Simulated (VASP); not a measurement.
Here is a VASP 6.6.1 calculation.

Contents of INCAR:

```
SYSTEM = PtSe2
PREC = Accurate ; ENCUT = 600
EDIFF = 1E-7 ; ISMEAR = 0
SIGMA = 0.03 ; LREAL = .FALSE.
LASPH = .TRUE. ; NELM = 80
ALGO = Normal ; ISIF = 3
LWAVE = .FALSE. ; LCHARG = .FALSE.
GGA = PE ; IVDW = 12
IBRION = 2 ; NSW = 90
EDIFFG = -0.005 ; KPAR = 4
```

KPOINTS

```
regular mesh
0
G
  9 9 5
  0 0 0
```

POSCAR

```
PtSe2                                   
1.0
    3.7698145557      0.0000000000      0.0000000000
   -1.8849072778      3.2647551728     -0.0000000000
    0.0000000000      0.0000000000      4.8122564342
  Pt              Se            
     1     2
Direct
     0.0000000000000000    0.0000000000000000    0.0000000000000000
     0.3333333332999970    0.6666666667000030    0.2666359095839951
     0.6666666667000030    0.3333333332999970    0.7333640904160045
```

Potentials or basis: VASP PAW PBE potentials, release 64 (Pt, Se).

The run is started by

```console
$ cat potpaw_PBE.64/Pt/POTCAR potpaw_PBE.64/Se/POTCAR > POTCAR
$ mpirun -np 4 vasp_std > vasp.out
```

Task: What does it give for the space group after relaxing (to 0.05 Å)?

Result: P-3m1 (No. 164).

Task: Predict the dispersion energy per atom.

Result: -0.491 eV.

Task: What does it give for the relaxed volume?

Result: 19.76 Å³/atom.

Forces in eV/Å, atoms in the order of the input:
```
Pt   0.000  0.000  0.000
Se   0.000  0.000 -0.004
Se   0.000  0.000  0.004
```

Caveat: pairwise dispersion overbinds metals, which lowers pressure and volume. Spin-orbit coupling is left out, which matters for the levels of Pt.
